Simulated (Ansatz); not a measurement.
Ansatz input file:

```yaml
crystal:
  lattice:
    - [0.0, 2.9899872514, 2.9899872514]
    - [2.9899872514, 0.0, 2.9899872514]
    - [2.9899872514, 2.9899872514, 0.0]
  atoms:
    - { symbol: Hg, position: [0.0, 0.0, 0.0] }
    - { symbol: S, position: [0.75, 0.75, 0.75] }
basis:
  ecutwfc: 420
kpoints:
  mp_grid: { grid: [12, 12, 12] }
hamiltonian:
  xc: pbesol
scf:
  occupations: { method: gaussian, width: 0.1 }
output:
  forces: true
  stress: true
  eigenvalues: true
```

Launched with
```bash
ansatz run input.yaml --threads 1 --pin off --max-ram 1331MiB --backend cpu --events-out ev --progress --plain --runs-dir out
```

Computed with DFT PBEsol, scalar-relativistic, plane waves, PAW (Ansatz).

Abridged output (iterations and final results):

```
SCF iter   1: F=—  HF=-14553.257589 eV  |F-HF|=—  |Δ(HF+E_count)|=         —  Δρ=4.73e-3  dr2=1.99e-2  ethr=1.77e-3  ⟨swp⟩=5.1  Hψ=5969  notcnv=0
SCF iter   2: F=—  HF=-14553.252398 eV  |F-HF|=—  |Δ(HF+E_count)|=   5.19e-3  Δρ=1.42e-3  dr2=1.31e-3  ethr=7.67e-5  ⟨swp⟩=2.0  Hψ=2389  notcnv=0
SCF iter   3: F=—  HF=-14553.252089 eV  |F-HF|=—  |Δ(HF+E_count)|=   3.08e-4  Δρ=6.09e-4  dr2=1.22e-4  ethr=5.03e-6  ⟨swp⟩=2.1  Hψ=1778  notcnv=0
SCF iter   4: F=—  HF=-14553.252097 eV  |F-HF|=—  |Δ(HF+E_count)|=   7.91e-6  Δρ=2.57e-4  dr2=1.85e-5  ethr=4.68e-7  ⟨swp⟩=2.6  Hψ=1879  notcnv=0
SCF iter   5: F=—  HF=-14553.252109 eV  |F-HF|=—  |Δ(HF+E_count)|=   1.19e-5  Δρ=2.28e-5  dr2=1.50e-7  ethr=7.12e-8  ⟨swp⟩=2.5  Hψ=1709  notcnv=0
SCF iter   6: F=-14553.252110 eV  HF=-14553.252110 eV  |F-HF|=6.95e-9  |Δ(HF+E_count)|=   2.47e-7  Δρ=3.07e-6  dr2=2.57e-9  ethr=3.85e-10  ⟨swp⟩=5.1  Hψ=5265  notcnv=0
SCF 1 converged in 6 iterations: F = -14553.252110 eV  dr2 = 2.57e-9
SCF converged after 6 iterations
Free energy (F): -14553.252110 eV
Harris-Foulkes:  -14553.252110 eV  (|F-HF|=6.95e-9)
Internal energy: -14553.251944 eV  (E = F + TS)
E sigma→0 (E₀):  -14553.252027 eV
Entropy (-TS):   -0.000166 eV (-0.083 meV/atom)
Fermi energy:    7.255102 eV
--- Per-component energies (eV) ---
  E_band       = -516.552973
  E_kinetic    = 707.295322
  E_local      = -3525.441069  (includes V_loc(G=0)·N_el)
  E_nonlocal   = 105.708746
  E_hartree    = 1494.905200
  E_xc         = -313.222582
  E_vxc        = -346.640574  (∫ρ·V_xc dr)
  E_paw        = -10384.390194  (= ΣΔE_a)
  E_vpaw       = -447.287412  (= ΣTr[D̂ρ^β])
  E_aug_tail   = 0.000893  (compensation charges beyond the density's cutoff)
  E_ewald      = -2638.498862
  E_core_change = 0.390601  (= ΣΔE_core)
  E_smearing   = -0.000166  (= −TS)
--- Forces (eV/Å), atoms counted from 1 ---
  atom   1  Hg     0.00000000     0.00000000     0.00000000
  atom   2  S      0.00000000     0.00000000     0.00000000
--- Stress (GPa, compression-positive) ---
       -2.791887       0.000000       0.000000
        0.000000      -2.791887       0.000000
        0.000000       0.000000      -2.791887
  P = ⅓ Tr σ = -2.7919 GPa (-27.919 kbar)
--- Band table (eV; the first three rows and the last of 72) ---
  k-point 0: bands = ["-106.8704", "-55.2844", "-55.2844", "-55.2844", "-5.6317", "0.4545", "0.4545", "0.4545", "1.2463", "1.2463", "6.5528", "7.1812", "7.1812", "7.1812", "13.1796", "13.1796", "13.1796"]
  k-point 1: bands = ["-106.8704", "-55.2844", "-55.2844", "-55.2844", "-5.6009", "0.4654", "0.4696", "0.4696", "1.2450", "1.2450", "6.0385", "7.1187", "7.1187", "7.6014", "12.9406", "13.2696", "13.2696"]
  k-point 2: bands = ["-106.8704", "-55.2846", "-55.2844", "-55.2844", "-5.5155", "0.5096", "0.5096", "0.5116", "1.2443", "1.2443", "5.2198", "6.9523", "6.9523", "8.1143", "12.6301", "13.4903", "13.4903"]
  k-point 71: bands = ["-106.8704", "-55.2849", "-55.2848", "-55.2847", "-4.9899", "0.7646", "0.8782", "1.1587", "1.1922", "1.9051", "2.3293", "4.6611", "5.0516", "10.7759", "12.4131", "13.7575", "14.9477"]
```

Self-consistency was reached.

Spin–orbit coupling is left out, which can shift energies with elements as heavy as these.